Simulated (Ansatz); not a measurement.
# CdSe: the cost of one run

Program: Ansatz 0.2.0. Level of theory: DFT PBE, scalar-relativistic, plane waves, PAW. These are calculated values, not measurements.

### Step 1. Starting point

The structure is cubic, space group F-43m (No. 216). Conventional cell: a = 6.141 Å, b = 6.141 Å, c = 6.141 Å, α = 90.00°, β = 90.00°, γ = 90.00°. Around Cd (site symmetry -43m) lie 4 Se at 2.66 Å. Around Se (site symmetry -43m) lie 4 Cd at 2.66 Å.

Coordinates:

```cif
data_structure
_symmetry_space_group_name_H-M 'P 1'
_symmetry_Int_Tables_number 1
_cell_length_a 4.3420
_cell_length_b 4.3420
_cell_length_c 4.3420
_cell_angle_alpha 60.000
_cell_angle_beta 60.000
_cell_angle_gamma 60.000
_cell_volume 57.88
loop_
_atom_site_label
_atom_site_type_symbol
_atom_site_fract_x
_atom_site_fract_y
_atom_site_fract_z
_atom_site_occupancy
Cd1 Cd 0.00000 0.00000 0.00000 1
Se1 Se 0.75000 0.75000 0.75000 1
```

The structure comes from the Materials Project (structure only).

### Step 2. The base run

File input.yaml:

```yaml
crystal:
  lattice:
    - [0.0, 3.0702711986, 3.0702711986]
    - [3.0702711986, 0.0, 3.0702711986]
    - [3.0702711986, 3.0702711986, 0.0]
  atoms:
    - { symbol: Cd, position: [0.0, 0.0, 0.0] }
    - { symbol: Se, position: [0.75, 0.75, 0.75] }
basis:
  ecutwfc: 420
  fft_grid_basis: typed
kpoints:
  mp_grid: { grid: [8, 8, 8] }
hamiltonian:
  xc: pbe
  pseudopotentials: { kind: paw }
scf:
  occupations: { method: gaussian, width: 0.05 }
output:
  forces: true
  stress: true
  eigenvalues: true
  bader: true
  write_density: true
  volumetric_format: npy
  elf: true
```

The run is started by

```bash
$ ansatz run input.yaml --threads 1 --pin off --max-ram 2560MiB --backend cpu --events-out ev --progress --plain --runs-dir out
```

What time and memory should one allow on 1 thread of Arm Neoverse N1, shared host?

About 29 s, with a peak of 0.34 GiB.
